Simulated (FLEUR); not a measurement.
## C: equation of state with LDA exchange alone (X-alpha)

C:

```xyz
8
Lattice="2.5221 0.0000 0.0000 -1.2611 2.1842 0.0000 0.0000 0.0000 8.2371" Properties=species:S:1:pos:R:3 pbc="T T T"
C     1.2611    0.7281    6.9501
C     0.0000    1.4561    2.8315
C     1.2611    0.7281    5.4056
C     0.0000    1.4561    1.2870
C     0.0000    0.0000    7.4649
C     0.0000    0.0000    3.3463
C     0.0000    0.0000    4.8908
C     0.0000    0.0000    0.7722
```

This is a hexagonal form of diamond, not graphite.

```
Program                  : FLEUR MaX-R8.1 (later development tree)
Task                     : equation of state
Functional               : LDA exchange alone (X-alpha)
Potentials or basis      : all-electron
Basis                    : FLAPW
Kmax                     : 5.5 1/bohr
k mesh                   : 12 × 12 × 4
Occupations              : fermi-dirac, width 0.05 eV
Spin                     : no spin polarisation
Gmax                     : 17 1/bohr
Muffin-tin radii         : C 1.31 bohr
lmax                     : C 8
Local orbitals a species : C 3
```

```json
{"Equilibrium volume": "5.76 Å³/atom", "Bulk modulus at fixed shape and positions": "423 GPa", "Pressure derivative of the bulk modulus": "3.6 (rough: it moves with the points fitted)"}
```

Energy against volume, from the lowest point:
| volume (Å³/atom) | energy (meV/atom) |
| --- | --- |
| 5.332 | 45.43 |
| 5.445 | 22.89 |
| 5.672 | 0.00 |
| 5.899 | 2.50 |
| 6.012 | 11.93 |

Caveat: the cell was scaled at fixed shape and fractional positions, which overstates the stiffness of a crystal with free parameters, most of all of layers and chains.
